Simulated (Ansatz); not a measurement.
Calculation for Tl (beta tin type): DFT, PBE, PAW with Ansatz's default frozen-core files, scalar-relativistic (Ansatz 0.2.0). This run: volume at 0.92 of the series' base cell.

The cell comes from a relaxation on PAW files under the same functional, begun from a prototype that needn't be the stable phase.

Command: `ansatz run input.yaml --threads 1 --pin off --max-ram 2048MiB --backend cpu --events-out ev --progress --plain --runs-dir out` It took 13 s on 1 thread of Arm Neoverse V1 (shared host), peak memory 0.42 GiB.

```yaml
crystal:
  lattice:
    - [-3.0616106038, 3.0616106038, 1.6359304194]
    - [3.0616106038, -3.0616106038, 1.6359304194]
    - [3.0616106038, 3.0616106038, -1.6359304194]
  atoms:
    - { symbol: Tl, position: [-0.375, -0.125, -0.25] }
    - { symbol: Tl, position: [0.375, 0.125, 0.25] }
kpoints:
  mp_grid: { grid: [13, 13, 13] }
scf:
  occupations: { method: fermi_dirac, width: 0.08 }
hamiltonian:
  xc: pbe
  pseudopotentials: { kind: paw }
output:
  forces: true
  stress: true
  eigenvalues: true
  populations: true
```

Output:

```
Engine: ansatz 0.2.0
Pseudopotentials: kind: paw
Pseudopotential: Tl, paw, valence charge 13, recommended cutoff 420 eV (normal), Tl.paw.azcp
Functional definition: PBE
  parameter kappa = 0.804
  parameter beta = 0.06672455060314922
  exchange = pbe_x(kappa = kappa, mu = beta*pi^2/3)
  correlation = pbe_c(beta = beta)
Crystal: 2 atoms, lattice volume = 61.337 Å³
Basis set: ecut = 420 eV, 1229 PW (Γ), exchange–correlation on 64×64×64 points (8 copies of the dense FFT grid, shifted against one another)
Bands: 17, of which v1, the nominal top of the filled ones, is band 13 counted from 1 (12 counted from 0)
Symmetry: 16 space group operations
Space group: I41/amd (ITA 141), of the structure as read, at distance tolerance 3.9e-5 Å
k-points: 196 of 2197
Non-local potential: Tl, projectors of the file, l = 0: 2, l = 1: 2, l = 2: 2, l = 3: 1
PAW form: soft (Blöchl's): semilocal exchange-correlation on the pseudo side does not see the compensation charge
PAW one-centre angular grid: Tl, 590 points (default); XC on 64 Gauss nodes
Initial density: superposition of atomic densities (neutral atoms: chi_scale 0, normalization atom), corrected by the library's trained network
Initial wavefunctions: pseudopotential atomic-orbital guess
Functional: x = pbe(κ = 0.804, μ = 0.2195149727645171), c = pbe(β = 0.06672455060314922)
SCF iter   1: F=—  HF=-22888.098524 eV  |F-HF|=—  |Δ(HF+E_count)|=         —  Δρ=8.22e-4  dr2=3.54e-4  ethr=1.77e-3  ⟨swp⟩=5.9  Hψ=16669  notcnv=0
preconditioner: auto → Kerker (q_TF=auto, 2.365 Å⁻¹)  [metal: Δε(μ)=0.009 eV  Ē_g=13.739 eV  σ=0.080 eV  W_gap=0.03  n_scr=16 (ndim 8)  ℏωp=24.2 eV  f_vac=0.000  D(μ)=1.02/eV (n_scr^D=4)]
SCF iter   2: F=—  HF=-22888.096661 eV  |F-HF|=—  |Δ(HF+E_count)|=   1.86e-3  Δρ=3.40e-4  dr2=5.35e-5  ethr=1.36e-6  ⟨swp⟩=2.3  Hψ=7140  notcnv=0
SCF iter   3: F=—  HF=-22888.096694 eV  |F-HF|=—  |Δ(HF+E_count)|=   3.26e-5  Δρ=1.26e-4  dr2=7.38e-6  ethr=2.06e-7  ⟨swp⟩=2.7  Hψ=5852  notcnv=0
SCF iter   4: F=—  HF=-22888.096700 eV  |F-HF|=—  |Δ(HF+E_count)|=   6.30e-6  Δρ=2.53e-5  dr2=2.75e-7  ethr=2.84e-8  ⟨swp⟩=2.0  Hψ=5902  notcnv=0
iter 5 did not close the SCF: its close was put off for the readings that it lacked (scf_convergence_deferred on its scf_iter line)
SCF iter   5: F=-22888.096700 eV  HF=-22888.096700 eV  |F-HF|=6.17e-9  |Δ(HF+E_count)|=   9.00e-8  Δρ=3.72e-6  dr2=9.61e-9  ethr=1.06e-9  ⟨swp⟩=2.0  Hψ=5861  notcnv=0
SCF iter   6: F=-22888.096700 eV  HF=-22888.096700 eV  |F-HF|=2.15e-10  |Δ(HF+E_count)|=   7.24e-9  Δρ=1.06e-6  dr2=6.39e-10  ethr=3.70e-11  ⟨swp⟩=2.0  Hψ=10142  notcnv=0
SCF 1 converged in 6 iterations: F = -22888.096700 eV  dr2 = 6.39e-10
  greatest PAW one-centre occupation: 0.962 electrons in one spin orbital (limit 2), on the Tl atom at site 1 (counted from 0), in its partial waves of l = 2
SCF converged after 6 iterations
Free energy (F): -22888.096700 eV
Harris-Foulkes:  -22888.096700 eV  (|F-HF|=2.15e-10)
Internal energy: -22888.074738 eV  (E = F + TS)
E sigma→0 (E₀):  -22888.085719 eV
Entropy (-TS):   -0.021962 eV (-10.981 meV/atom)
Fermi energy:    9.577325 eV
--- Per-component energies (eV) ---
  E_band       = -10.123600
  E_kinetic    = 667.620144
  E_local      = -1874.098127  (includes V_loc(G=0)·N_el)
  E_nonlocal   = 634.195408
  E_hartree    = 696.135028
  E_xc         = -461.355296
  E_vxc        = -284.203828  (∫ρ·V_xc dr)
  E_paw        = -20328.575933  (= ΣΔE_a)
  E_vpaw       = -545.908192  (= ΣTr[D̂ρ^β])
  E_aug_tail   = 0.000067  (compensation charges beyond the density's cutoff)
  E_ewald      = -2221.996029
  E_smearing   = -0.021962  (= −TS)
  E_closure    = 0.000000  (closes the sum)
  Σ components = -22888.096700   (vs F -22888.096700, Δ=0.00e0)
--- Forces (eV/Å), atoms counted from 1 ---
  atom   1  Tl     0.00000000     0.00000000     0.00000000
  atom   2  Tl     0.00000000     0.00000000     0.00000000
  max |Σ_I F_I| component: 0.00e0 eV/Å
--- Stress (GPa, compression-positive) ---
        2.414205      -0.000000       0.000000
       -0.000000       2.414205      -0.000000
       -0.000000       0.000000       2.383536
  P = ⅓ Tr σ = 2.4040 GPa (24.040 kbar)
--- Band table (eV; the first three rows and the last of 196) ---
  k-point 0: bands = ["-2.6495", "-2.4550", "-2.4500", "-2.4123", "-1.8875", "-1.8875", "-1.8685", "-1.8685", "-1.6879", "-1.4480", "-0.3063", "6.5360", "9.2871", "9.2871", "14.4309", "17.1040", "17.1040"]
  k-point 1: bands = ["-2.6383", "-2.4525", "-2.4428", "-2.4164", "-1.8933", "-1.8833", "-1.8660", "-1.8646", "-1.6959", "-1.4629", "-0.2547", "6.2159", "9.3622", "9.5240", "14.6395", "16.7047", "16.8094"]
  k-point 2: bands = ["-2.6052", "-2.4592", "-2.4278", "-2.4068", "-1.9121", "-1.8719", "-1.8601", "-1.8534", "-1.7197", "-1.5039", "-0.0991", "5.4948", "9.5848", "10.0093", "15.2518", "15.8785", "16.1026"]
  k-point 195: bands = ["-2.4757", "-2.4746", "-2.2460", "-2.2295", "-1.9913", "-1.9796", "-1.8737", "-1.8690", "-1.8519", "-1.8480", "3.1554", "3.3266", "6.5024", "6.6767", "16.6790", "16.6793", "20.0665"]
--- Löwdin populations: 2 sites ---
  site symbol       q [e]
     0     Tl     12.9836
     1     Tl     12.9836
  spilling = 0.001259 (of n_electrons = 26.000000)
```

populations.tsv:

```
# site	symbol	l	j	q
# orbitals = lowdin
# n_electrons = 26.000000
# spilling = 0.001259
0	Tl	0_6S	-	1.501320
0	Tl	1_6P	-	1.518134
0	Tl	2_5D	-	9.964183
1	Tl	0_6S	-	1.501320
1	Tl	1_6P	-	1.518134
1	Tl	2_5D	-	9.964183
```

Next run (shape and atoms relaxed at 0.84 of the base cell's volume), as changes to the input before:

```diff
   lattice:
-    - [-3.0616106038, 3.0616106038, 1.6359304194]
-    - [3.0616106038, -3.0616106038, 1.6359304194]
-    - [3.0616106038, 3.0616106038, -1.6359304194]
+    - [-2.969519758, 2.969519758, 1.5877559724]
+    - [2.969519758, -2.969519758, 1.5877559724]
+    - [2.969519758, 2.969519758, -1.5877559724]
   atoms:
   stress: true
-  eigenvalues: true
-  populations: true
+relax:
+  f_tol: 0.005
+  max_steps: 30
+  cell: { stress_tol: 0.08, fix: [volume] }
```

Command: `ansatz run input.yaml --threads 1 --pin off --max-ram 2048MiB --backend cpu --events-out ev --progress --plain --runs-dir out` It took 25 s on 1 thread of Arm Neoverse V1 (shared host), peak memory 0.44 GiB.

Results part of the output:

```
basis re-selected at this cell: Δ(F+E_penalty+E_count) = +2.768e-6 eV, ΔP = -0.000 GPa vs the last step (what re-selecting the basis moved, of the pressure what is left beyond the Pulay correction that the steps carried, after the strain that the cell walked since its last selection, with what the two solves' SCF thresholds leave and, on support functions, any second-order correction that the steps lacked; it is no measure of the basis error at this ecutwfc). This SCF's stress stands 2.52e-2 GPa from its target on what of the cell is left free (relax.cell.stress_tol is 8.00e-2 GPa) and its largest allowed force component is 3.47e-18 eV/Å (relax.f_tol is 5.00e-3 eV/Å): within both
SCF converged after 4 iterations
Free energy (F): -22887.955646 eV
Harris-Foulkes:  -22887.955646 eV  (|F-HF|=7.28e-12)
Internal energy: -22887.935438 eV  (E = F + TS)
E sigma→0 (E₀):  -22887.945542 eV
Entropy (-TS):   -0.020208 eV (-10.104 meV/atom)
Fermi energy:    10.820820 eV
--- Per-component energies (eV) ---
  E_band       = 20.017943
  E_kinetic    = 669.667105
  E_local      = -1768.570467  (includes V_loc(G=0)·N_el)
  E_nonlocal   = 634.224534
  E_hartree    = 658.342296
  E_xc         = -462.229294
  E_vxc        = -285.476606  (∫ρ·V_xc dr)
  E_paw        = -20328.975153  (= ΣΔE_a)
  E_vpaw       = -546.511194  (= ΣTr[D̂ρ^β])
  E_aug_tail   = 0.000068  (compensation charges beyond the density's cutoff)
  E_ewald      = -2290.394527
  E_smearing   = -0.020208  (= −TS)
  E_closure    = 0.000000  (closes the sum)
  Σ components = -22887.955646   (vs F -22887.955646, Δ=0.00e0)
--- Forces (eV/Å), atoms counted from 1 ---
  atom   1  Tl    -0.00000000     0.00000000     0.00000000
  atom   2  Tl    -0.00000000    -0.00000000     0.00000000
  max |Σ_I F_I| component: 6.94e-18 eV/Å
--- Stress (GPa, compression-positive) ---
        6.429395       0.000000      -0.000000
        0.000000       6.429395       0.000000
        0.000000      -0.000000       6.391650
  P = ⅓ Tr σ = 6.4168 GPa (64.168 kbar)
--- Relaxed structure (2 steps of the walk, 2 accepted, 1 SCFs on fresh bases) ---
  F+E_penalty+E_count = -22887.95564630 eV   max|allowed force component| = 3.469e-18 eV/Å   (the final SCF, on the basis selected at the relaxed cell)
  cell:  # Å, volume = 56.0036 Å³
    - [-2.9708843890977326, 2.9708843890977326, 1.586297683708025]
    - [2.9708843890977326, -2.9708843890977326, 1.586297683708025]
    - [2.9708843890977326, 2.9708843890977326, -1.586297683708025]
  atoms:
    - { symbol: Tl, position: [-0.37499999999999994, -0.12499999999999999, -0.25] }
    - { symbol: Tl, position: [0.37499999999999994, 0.12499999999999999, 0.25] }
```

Next run (volume at 0.84 of the series' base cell), as changes to the input before:

```diff
   lattice:
-    - [-2.969519758, 2.969519758, 1.5877559724]
-    - [2.969519758, -2.969519758, 1.5877559724]
-    - [2.969519758, 2.969519758, -1.5877559724]
+    - [-2.9708843891, 2.9708843891, 1.5862976837]
+    - [2.9708843891, -2.9708843891, 1.5862976837]
+    - [2.9708843891, 2.9708843891, -1.5862976837]
   atoms:
   stress: true
-relax:
-  f_tol: 0.005
-  max_steps: 30
-  cell: { stress_tol: 0.08, fix: [volume] }
+  eigenvalues: true
+  populations: true
```

Results part of the output:

```
SCF 1 converged in 6 iterations: F = -22887.955646 eV  dr2 = 9.10e-10
  greatest PAW one-centre occupation: 0.962 electrons in one spin orbital (limit 2), on the Tl atom at site 1 (counted from 0), in its partial waves of l = 2
SCF converged after 6 iterations
Free energy (F): -22887.955646 eV
Harris-Foulkes:  -22887.955646 eV  (|F-HF|=7.93e-10)
Internal energy: -22887.935438 eV  (E = F + TS)
E sigma→0 (E₀):  -22887.945542 eV
Entropy (-TS):   -0.020208 eV (-10.104 meV/atom)
Fermi energy:    10.820829 eV
--- Per-component energies (eV) ---
  E_band       = 20.018531
  E_kinetic    = 669.666986
  E_local      = -1768.570032  (includes V_loc(G=0)·N_el)
  E_nonlocal   = 634.224375
  E_hartree    = 658.342008
  E_xc         = -462.229286
  E_vxc        = -285.476605  (∫ρ·V_xc dr)
  E_paw        = -20328.975029  (= ΣΔE_a)
  E_vpaw       = -546.510999  (= ΣTr[D̂ρ^β])
  E_aug_tail   = 0.000068  (compensation charges beyond the density's cutoff)
  E_ewald      = -2290.394527
  E_smearing   = -0.020208  (= −TS)
  E_closure    = 0.000000  (closes the sum)
  Σ components = -22887.955646   (vs F -22887.955646, Δ=0.00e0)
--- Forces (eV/Å), atoms counted from 1 ---
  atom   1  Tl     0.00000000     0.00000000     0.00000000
  atom   2  Tl     0.00000000     0.00000000     0.00000000
  max |Σ_I F_I| component: 3.47e-18 eV/Å
--- Stress (GPa, compression-positive) ---
        6.429387       0.000000      -0.000000
        0.000000       6.429387       0.000000
       -0.000000       0.000000       6.391630
  P = ⅓ Tr σ = 6.4168 GPa (64.168 kbar)
--- Band table (eV; the first three rows and the last of 196) ---
  k-point 0: bands = ["-1.6129", "-1.3979", "-1.3710", "-1.3425", "-0.6715", "-0.6715", "-0.6488", "-0.6488", "-0.4207", "-0.1297", "0.3635", "8.1882", "10.4305", "10.4305", "15.8784", "18.8559", "18.8559"]
  k-point 1: bands = ["-1.5995", "-1.3826", "-1.3743", "-1.3471", "-0.6786", "-0.6666", "-0.6460", "-0.6440", "-0.4310", "-0.1490", "0.4203", "7.7486", "10.5153", "10.7789", "16.0976", "18.4485", "18.5575"]
  k-point 2: bands = ["-1.5596", "-1.3832", "-1.3603", "-1.3371", "-0.7017", "-0.6531", "-0.6392", "-0.6301", "-0.4621", "-0.2019", "0.5921", "6.8580", "10.7659", "11.4053", "16.7465", "17.5937", "17.8279"]
  k-point 195: bands = ["-1.4016", "-1.4007", "-1.1705", "-1.1510", "-0.8023", "-0.7872", "-0.6530", "-0.6483", "-0.6269", "-0.6222", "4.3473", "4.5674", "7.3847", "7.6064", "18.4449", "18.4451", "22.1978"]
--- Löwdin populations: 2 sites ---
  site symbol       q [e]
     0     Tl     12.9810
     1     Tl     12.9810
  spilling = 0.001461 (of n_electrons = 26.000000)
```

Next run (shape and atoms relaxed at 0.76 of the base cell's volume), as changes to the input before:

```diff
   lattice:
-    - [-2.9708843891, 2.9708843891, 1.5862976837]
-    - [2.9708843891, -2.9708843891, 1.5862976837]
-    - [2.9708843891, 2.9708843891, -1.5862976837]
+    - [-2.8720874194, 2.8720874194, 1.5356604182]
+    - [2.8720874194, -2.8720874194, 1.5356604182]
+    - [2.8720874194, 2.8720874194, -1.5356604182]
   atoms:
   stress: true
-  eigenvalues: true
-  populations: true
+relax:
+  f_tol: 0.005
+  max_steps: 30
+  cell: { stress_tol: 0.15, fix: [volume] }
```

Results part of the output:

```
basis re-selected at this cell: Δ(F+E_penalty+E_count) = -8.149e-10 eV, ΔP = +0.000 GPa vs the last step (what re-selecting the basis moved, of the pressure what is left beyond the Pulay correction that the steps carried, after the strain that the cell walked since its last selection, with what the two solves' SCF thresholds leave and, on support functions, any second-order correction that the steps lacked; it is no measure of the basis error at this ecutwfc). This SCF's stress stands 1.35e-1 GPa from its target on what of the cell is left free (relax.cell.stress_tol is 1.50e-1 GPa) and its largest allowed force component is 3.47e-18 eV/Å (relax.f_tol is 5.00e-3 eV/Å): within both
SCF converged after 3 iterations
Free energy (F): -22887.638418 eV
Harris-Foulkes:  -22887.638418 eV  (|F-HF|=1.09e-11)
Internal energy: -22887.619337 eV  (E = F + TS)
E sigma→0 (E₀):  -22887.628878 eV
Entropy (-TS):   -0.019081 eV (-9.541 meV/atom)
Fermi energy:    12.346368 eV
--- Per-component energies (eV) ---
  E_band       = 56.061293
  E_kinetic    = 672.447709
  E_local      = -1650.527518  (includes V_loc(G=0)·N_el)
  E_nonlocal   = 634.338010
  E_hartree    = 617.082235
  E_xc         = -463.369966
  E_vxc        = -287.116802  (∫ρ·V_xc dr)
  E_paw        = -20329.470952  (= ΣΔE_a)
  E_vpaw       = -547.244943  (= ΣTr[D̂ρ^β])
  E_aug_tail   = 0.000066  (compensation charges beyond the density's cutoff)
  E_ewald      = -2368.118922
  E_smearing   = -0.019081  (= −TS)
  E_closure    = -0.000000  (closes the sum)
  Σ components = -22887.638418   (vs F -22887.638418, Δ=0.00e0)
--- Forces (eV/Å), atoms counted from 1 ---
  atom   1  Tl     0.00000000     0.00000000     0.00000000
  atom   2  Tl    -0.00000000     0.00000000     0.00000000
  max |Σ_I F_I| component: 1.39e-17 eV/Å
--- Stress (GPa, compression-positive) ---
       13.323506      -0.000000      -0.000000
       -0.000000      13.323506       0.000000
        0.000000      -0.000000      13.121230
  P = ⅓ Tr σ = 13.2561 GPa (132.561 kbar)
--- Relaxed structure (1 steps of the walk, 1 accepted, 1 SCFs on fresh bases) ---
  F+E_penalty+E_count = -22887.63841834 eV   max|allowed force component| = 3.469e-18 eV/Å   (the final SCF, on the basis selected at the relaxed cell)
  cell:  # Å, volume = 50.6700 Å³
    - [-2.8720874194, 2.8720874194, 1.5356604182]
    - [2.8720874194, -2.8720874194, 1.5356604182]
    - [2.8720874194, 2.8720874194, -1.5356604182]
  atoms:
    - { symbol: Tl, position: [-0.37500000000000006, -0.12499999999999999, -0.25000000000000006] }
    - { symbol: Tl, position: [0.37500000000000006, 0.12499999999999999, 0.25000000000000006] }
```

Next run (volume at 0.76 of the series' base cell), as changes to the input before:

```diff
   stress: true
-relax:
-  f_tol: 0.005
-  max_steps: 30
-  cell: { stress_tol: 0.15, fix: [volume] }
+  eigenvalues: true
+  populations: true
+  write_density: true
+  write_potential: true
+  elf: true
+  volumetric_format: npy
```

Command: `ansatz run input.yaml --threads 1 --pin off --max-ram 2048MiB --backend cpu --events-out ev --progress --plain --runs-dir out` It took 12 s on 1 thread of Arm Neoverse V1, on a shared host, peak memory 0.39 GiB.

Results part of the output:

```
SCF 1 converged in 6 iterations: F = -22887.638418 eV  dr2 = 2.84e-9
  greatest PAW one-centre occupation: 0.961 electrons in one spin orbital (limit 2), on the Tl atom at site 1 (counted from 0), in its partial waves of l = 2
SCF converged after 6 iterations
Free energy (F): -22887.638418 eV
Harris-Foulkes:  -22887.638418 eV  (|F-HF|=6.08e-10)
Internal energy: -22887.619337 eV  (E = F + TS)
E sigma→0 (E₀):  -22887.628878 eV
Entropy (-TS):   -0.019081 eV (-9.541 meV/atom)
Fermi energy:    12.346376 eV
--- Per-component energies (eV) ---
  E_band       = 56.062143
  E_kinetic    = 672.447396
  E_local      = -1650.526276  (includes V_loc(G=0)·N_el)
  E_nonlocal   = 634.337562
  E_hartree    = 617.081400
  E_xc         = -463.369911
  E_vxc        = -287.116762  (∫ρ·V_xc dr)
  E_paw        = -20329.470652  (= ΣΔE_a)
  E_vpaw       = -547.244946  (= ΣTr[D̂ρ^β])
  E_aug_tail   = 0.000066  (compensation charges beyond the density's cutoff)
  E_ewald      = -2368.118922
  E_smearing   = -0.019081  (= −TS)
  E_closure    = 0.000000  (closes the sum)
  Σ components = -22887.638418   (vs F -22887.638418, Δ=0.00e0)
--- Forces (eV/Å), atoms counted from 1 ---
  atom   1  Tl    -0.00000000     0.00000000     0.00000000
  atom   2  Tl     0.00000000     0.00000000     0.00000000
  max |Σ_I F_I| component: 3.47e-18 eV/Å
--- Stress (GPa, compression-positive) ---
       13.323453       0.000000       0.000000
        0.000000      13.323453      -0.000000
        0.000000       0.000000      13.121212
  P = ⅓ Tr σ = 13.2560 GPa (132.560 kbar)
--- Band table (eV; the first three rows and the last of 196) ---
  k-point 0: bands = ["-0.3957", "-0.1614", "-0.0898", "-0.0763", "0.7829", "0.7829", "0.8108", "0.8108", "1.1077", "1.1729", "1.4658", "10.2324", "11.8305", "11.8305", "17.6590", "20.9489", "20.9489"]
  k-point 1: bands = ["-0.3794", "-0.1419", "-0.0943", "-0.0819", "0.7741", "0.7890", "0.8129", "0.8169", "1.0931", "1.2386", "1.4401", "9.5885", "11.9281", "12.3740", "17.8888", "20.5347", "20.6507"]
  k-point 2: bands = ["-0.3308", "-0.1069", "-0.0986", "-0.0831", "0.7450", "0.8055", "0.8200", "0.8346", "1.0472", "1.3702", "1.4362", "8.4867", "12.2154", "13.1766", "18.5777", "19.6522", "19.9069"]
  k-point 195: bands = ["-0.1289", "-0.1284", "0.0835", "0.1073", "0.6181", "0.6381", "0.8084", "0.8132", "0.8407", "0.8465", "5.8180", "6.1176", "8.4637", "8.7627", "20.5171", "20.5174", "24.7157"]
--- Löwdin populations: 2 sites ---
  site symbol       q [e]
     0     Tl     12.9774
     1     Tl     12.9774
  spilling = 0.001737 (of n_electrons = 26.000000)
```

Spin–orbit coupling is left out, which matters for the heavy atoms.
